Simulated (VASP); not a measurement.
# Rh in VASP: single point with PBEsol+U

Aim: the single point of Rh with PBEsol+U.

All numbers are computed with VASP 6.6.1; they aren't measurements. Logs are shortened: lines on timing, memory, paths and dates and some standing lists are left out, and cuts for length are marked.

## (1) The sheet as given

The cell holds a sheet with vacuum, 1 atom: a = 2.430 Å, b = 2.430 Å, c = 23.800 Å, α = 90.00°, β = 90.00°, γ = 93.94°.

The cell was built by a generator and needn't be a form met in nature.

## (2) Single point, PBEsol+U

INCAR reads:

```
ALGO = Normal ; DIPOL = 0.5 0.5 0.294
EDIFF = 1E-6 ; ENCUT = 520
GGA = PS ; IDIPOL = 3
ISIF = 2 ; ISMEAR = -1
LASPH = True ; LCHARG = True
LDAU = True ; LDAUJ = 0
LDAUL = 2 ; LDAUPRINT = 1
LDAUTYPE = 2 ; LDAUU = 8
LDIPOL = True ; LELF = True
LMAXMIX = 4 ; LREAL = False
LVACPOTAV = True ; LVHAR = True
LWAVE = False ; NELM = 60
PREC = Accurate ; SIGMA = 0.05
```

KPOINTS reads:

```
k-points
0
Gamma
  11 11 1
```

POSCAR reads:

```
Rh
1.0
    2.4265300000      0.1231000000      0.0000000000
   -0.2893500000      2.4123600000      0.0000000000
    0.0000000000      0.0000000000     23.8000000000
Rh
1
Direct
    0.5000000000      0.5000000000      0.2941200000
```

Potentials or basis: VASP PAW PBE potentials, release 64 (Rh_pv).

The run is started by

```
> cat potpaw_PBE.64/Rh_pv/POTCAR > POTCAR
> mpirun -np 1 vasp_std > vasp.out
```

OUTCAR:

```text
EDIFF = 1E-6
   ENCUT = 520
   GGA = PS
   ISIF = 2
   ISMEAR = -1
   LASPH = True
   LREAL = False
   NELM = 60
   PREC = Accurate

 ion  position               nearest neighbor table
   1  0.500  0.500  0.294-

  LATTYP: Found a base centered orthorhombic cell.
 ALAT       =     3.3160361524
 B/A-ratio  =     1.0711588953
 C/A-ratio  =     7.1772438255

  Lattice vectors:

 A1 = (   2.4265300000,   0.1231000000,   0.0000000000)
 A2 = (  -0.2893500000,   2.4123600000,   0.0000000000)
 A3 = (   0.0000000000,   0.0000000000,  23.8000000000)

Analysis of symmetry for initial positions (statically):
=====================================================================
 Subroutine PRICEL returns:
 Original cell was already a primitive cell.

 Routine SETGRP: Setting up the symmetry group for a
 base centered orthorhombic supercell.

 Subroutine GETGRP returns: Found  8 space group operations
 (whereof  4 operations were pure point group operations)
 out of a pool of  8 trial point group operations.

The static configuration has the point symmetry C_2v.
 The point group associated with its full space group is D_2h.

Analysis of symmetry for dynamics (positions and initial velocities):
=====================================================================
 Subroutine PRICEL returns:
 Original cell was already a primitive cell.

 Routine SETGRP: Setting up the symmetry group for a
 base centered orthorhombic supercell.

 Subroutine GETGRP returns: Found  8 space group operations
 (whereof  4 operations were pure point group operations)
 out of a pool of  8 trial point group operations.

The dynamic configuration has the point symmetry C_2v.
 The point group associated with its full space group is D_2h.

 Subroutine INISYM returns: Found  8 space group operations
 (whereof  4 operations are pure point group operations),
 and found     1 'primitive' translations

----------------------------------------------------------------------------------------

                                     Primitive cell

  volume of cell :     140.1649

  direct lattice vectors                    reciprocal lattice vectors
     2.426530000  0.123100000  0.000000000     0.409618631  0.049131618  0.000000000
    -0.289350000  2.412360000  0.000000000    -0.020902375  0.412024697  0.000000000
     0.000000000  0.000000000 23.800000000     0.000000000  0.000000000  0.042016807

  length of vectors
     2.429650479  2.429651043 23.800000000     0.412554650  0.412554554  0.042016807

  position of ions in fractional coordinates (direct lattice)
     0.500000000  0.500000000  0.294120000

  ion indices of the primitive-cell ions
   primitive index   ion index
                 1           1

----------------------------------------------------------------------------------------

 KPOINTS: k-points

Automatic generation of k-mesh.
 Grid dimensions read from file:
 generate k-points for:   11   11    1

 Generating k-lattice:

  Cartesian coordinates                     Fractional coordinates (reciprocal lattice)
     0.037238057  0.004466511  0.000000000     0.090909091  0.000000000  0.000000000
    -0.001900216  0.037456791  0.000000000     0.000000000  0.090909091  0.000000000
     0.000000000  0.000000000  0.042016807     0.000000000  0.000000000  1.000000000

  Length of vectors
     0.037504968  0.037504959  0.042016807

  Shift w.r.t. Gamma in fractional coordinates (k-lattice)
     0.000000000  0.000000000  0.000000000

 Subroutine IBZKPT returns following result:
 ===========================================

 Found     36 irreducible k-points:

 Following reciprocal coordinates:
            Coordinates               Weight
  0.000000  0.000000  0.000000      1.000000
  0.090909 -0.000000  0.000000      4.000000
  0.181818  0.000000  0.000000      4.000000
  0.272727 -0.000000  0.000000      4.000000
  0.363636 -0.000000  0.000000      4.000000
  0.454545 -0.000000  0.000000      4.000000
[... 37 lines left out ...]
   EDIFF  = 0.1E-05   stopping-criterion for ELM
   LREAL  =      F    real-space projection
[... 7 lines left out ...]
   TEBEG  =    0.0;   TEEND  =   0.0 temperature during run
   PSTRESS=    0.0 pullay stress
   NELECT =      15.0000    total number of electrons
   NUPDOWN=      -1.0000    fix difference up-down
   EMIN   =  10.00;   EMAX   =-10.00  energy-range for DOS
   EFERMI =   0.00;   METHOD = LEGACY
   ISMEAR =    -1;   SIGMA  =   0.05  broadening in eV -4-tet -1-fermi 0-gaus
   EFERMI_NEDOS =   21; number of points for ismear=-14 and -15
   IALGO  =     38    algorithm
   IMIX   =      4    mixing-type and parameters
     AMIX     =   0.40;   BMIX     =  1.00
     AMIX_MAG =   1.60;   BMIX_MAG =  1.00
  volume/ion in A,a.u.               =     140.16       945.88
  Fermi-wavevector in a.u.,A,eV,Ry     =   0.777247  1.468783  8.219445  0.604112
  Thomas-Fermi vector in A             =   1.879894
   LORBIT       =      0    0 simple, 1 ext, 2 COOP (PROOUT), +10 PAW based schemes
 LDA+U is selected, type is set to LDAUTYPE =  2
   angular momentum for each species LDAUL =     2
   U (eV)           for each species LDAUU =   8.0
   J (eV)           for each species LDAUJ =   0.0
   GGA     = PS    functional components
   LHFCALC =     F    Hartree Fock is set to
   AEXX    =    0.0000 exact exchange contribution
   IVDW    =     0    specifies the selected vdW correction
   LEPSILON=     F    determine dielectric tensor
   LRPA    =     F    only Hartree local field effects (RPA)
 non-spin polarized calculation
  energy-cutoff  :      520.00
  volume of cell :      140.16
 maximum number of plane-waves:      3845
 NGX is ok and might be reduce to    18
   NGX =  9   NGY =  9   NGZ = 89

 dipolmoment           0.000000      0.000000      0.000000 electrons x Angstroem

atom =   1  type =  1  l = 2

 onsite density matrix

spin component  1

  0.6060  0.0000  0.0243  0.0000  0.0363
  0.0000  0.7292  0.0000  0.1098  0.0000
  0.0243  0.0000  0.9296  0.0000 -0.0042
  0.0000  0.1098  0.0000  0.6915  0.0000
  0.0363  0.0000 -0.0042  0.0000  0.8113

spin component  2

  0.6060  0.0000  0.0243  0.0000  0.0363
  0.0000  0.7292  0.0000  0.1098  0.0000
  0.0243  0.0000  0.9296  0.0000 -0.0042
  0.0000  0.1098  0.0000  0.6915  0.0000
  0.0363  0.0000 -0.0042  0.0000  0.8113

 occupancies and eigenvectors

  o =  0.5979  v =  0.9829  0.0000 -0.0742 -0.0000 -0.1688  0.0000  0.0000  0.0000  0.0000  0.0000      0.0000  0.0000  0.0000  0.0000  0.0000  0.0000  0.0000  0.0000  0.0000  0.0000
  o =  0.5979  v =  0.0000  0.0000  0.0000  0.0000  0.0000  0.9829  0.0000 -0.0742 -0.0000 -0.1688      0.0000  0.0000  0.0000  0.0000  0.0000  0.0000  0.0000  0.0000  0.0000  0.0000
  o =  0.5990  v =  0.0000 -0.6445 -0.0000  0.7646 -0.0000  0.0000  0.0000  0.0000  0.0000  0.0000      0.0000  0.0000  0.0000  0.0000  0.0000  0.0000  0.0000  0.0000  0.0000  0.0000
  o =  0.5990  v =  0.0000  0.0000  0.0000  0.0000  0.0000  0.0000 -0.6445 -0.0000  0.7646 -0.0000      0.0000  0.0000  0.0000  0.0000  0.0000  0.0000  0.0000  0.0000  0.0000  0.0000
  o =  0.8176  v = -0.1692  0.0000  0.0000  0.0000 -0.9856  0.0000  0.0000  0.0000  0.0000  0.0000      0.0000  0.0000  0.0000  0.0000  0.0000  0.0000  0.0000  0.0000  0.0000  0.0000
  o =  0.8176  v =  0.0000  0.0000  0.0000  0.0000  0.0000 -0.1692  0.0000  0.0000  0.0000 -0.9856      0.0000  0.0000  0.0000  0.0000  0.0000  0.0000  0.0000  0.0000  0.0000  0.0000
  o =  0.8218  v =  0.0000  0.0000  0.0000  0.0000  0.0000 -0.0000 -0.7646  0.0000 -0.6445 -0.0000      0.0000  0.0000  0.0000  0.0000  0.0000  0.0000  0.0000  0.0000  0.0000  0.0000
  o =  0.8218  v = -0.0000 -0.7646  0.0000 -0.6445 -0.0000  0.0000  0.0000  0.0000  0.0000  0.0000      0.0000  0.0000  0.0000  0.0000  0.0000  0.0000  0.0000  0.0000  0.0000  0.0000
  o =  0.9315  v = -0.0732 -0.0000 -0.9972 -0.0000  0.0126  0.0000  0.0000  0.0000  0.0000  0.0000      0.0000  0.0000  0.0000  0.0000  0.0000  0.0000  0.0000  0.0000  0.0000  0.0000
  o =  0.9315  v =  0.0000  0.0000  0.0000  0.0000  0.0000 -0.0732 -0.0000 -0.9972 -0.0000  0.0126      0.0000  0.0000  0.0000  0.0000  0.0000  0.0000  0.0000  0.0000  0.0000  0.0000

 number of electron      15.0000001 magnetization

 dipolmoment           0.000000      0.000000     -0.000001 electrons x Angstroem

 Free energy of the ion-electron system (eV)
  ---------------------------------------------------
  ext. energy  EPLUGINS =         0.00000000
  ---------------------------------------------------
  free energy    TOTEN  =         1.35998445 eV

  energy without entropy =        1.36625079  energy(sigma->0) =        1.36311762

 E-fermi :  -4.1588     XC(G=0):  -2.0879

 val. band max:       -4.1841305838   @ k =  -0.0909   0.0909   0.0000
 cond. band min:      -4.0527341059   @ k =  -0.3636   0.0909   0.0000
 fundamental gap:      0.1313964780
 Fermi energy:        -4.1587945850

 k-point     1 :       0.0000    0.0000    0.0000
  band No.  band energies     occupation
      1     -48.6475      2.00000
      2     -48.3584      2.00000
      3     -48.3288      2.00000
      4     -10.8386      2.00000
      5     -10.4080      2.00000
      6      -6.4207      2.00000
      7      -4.8310      2.00000
      8      -3.2566      0.00000
      9      -2.3636      0.00000
     10      -2.0817      0.00000
     11       1.4137      0.00000
[... 309 lines left out ...]
 k-point    24 :      -0.1818    0.1818    0.0000
  band No.  band energies     occupation
      1     -48.9608      2.00000
      2     -48.5890      2.00000
      3     -48.2903      2.00000
      4      -8.9149      2.00000
      5      -8.6162      2.00000
      6      -5.7288      2.00000
      7      -5.7102      2.00000
      8      -5.2571      2.00000
      9      -3.8078      0.00179
     10       0.7780      0.00000
     11       2.9599      0.00000

 [... further k-points ...]

------------------------ aborting loop because EDIFF is reached ----------------------------------------

  FORCE on cell =-STRESS in cart. coord.  units (eV):
  Direction    XX          YY          ZZ          XY          YZ          ZX
  --------------------------------------------------------------------------------------
  -------------------------------------------------------------------------------------
  Total       -2.1114021     -2.0526104     -0.0268932      0.1711870      0.0000000      0.0000000
  in kB      -24.1347142    -23.4626868     -0.3074071      1.9567794      0.0000000      0.0000000
  external PRESSURE =     -15.9682694 kB  Pullay stress =       0.0000000 kB

 VOLUME and BASIS-vectors are now :
 -----------------------------------------------------------------------------
  energy-cutoff  :      520.00
  volume of cell :      140.16
      direct lattice vectors                 reciprocal lattice vectors
     2.426530000  0.123100000  0.000000000     0.409618631  0.049131618  0.000000000
    -0.289350000  2.412360000  0.000000000    -0.020902375  0.412024697  0.000000000
     0.000000000  0.000000000 23.800000000     0.000000000  0.000000000  0.042016807

 POSITION                                       TOTAL-FORCE (eV/Angst)
 -----------------------------------------------------------------------------------
      1.06859      1.26773      7.00006        -0.000000      0.000000     -0.000000
 -----------------------------------------------------------------------------------
    total drift:                                0.000000      0.000000      0.000043

  FREE ENERGIE OF THE ION-ELECTRON SYSTEM (eV)
  ---------------------------------------------------
  free  energy   TOTEN  =         1.3599844465 eV

  energy  without entropy=        1.3662507927  energy(sigma->0) =        1.36311762

 vacuum level on the upper side and lower side of the slab         1.627         1.627
```

Run time: 59 s. Hardware: 1 thread of Intel Xeon Platinum 8488C (Sapphire Rapids), shared host; peak memory 0.24 GiB.

Results:

```yaml
Free_energy: 1.3600 eV
Band_gap_on_the_k_mesh: none (metal or under the smearing width)
Work_function_of_the_upper_face: 5.79 eV
Work_function_of_the_lower_face: 5.79 eV
```

Eigenvalues of the final occupation matrices:
```tsv
site	spin	trace	eigenvalues
site 1 d	1	3.77	0.60 0.60 0.82 0.82 0.93
site 1 d	2	3.77	0.60 0.60 0.82 0.82 0.93
```

Caveat: the PAW data sets were made with another functional, which shifts forces and pressure a little; U without spin polarisation on a metal has little footing; the U is typed as a test and isn't derived for this compound.
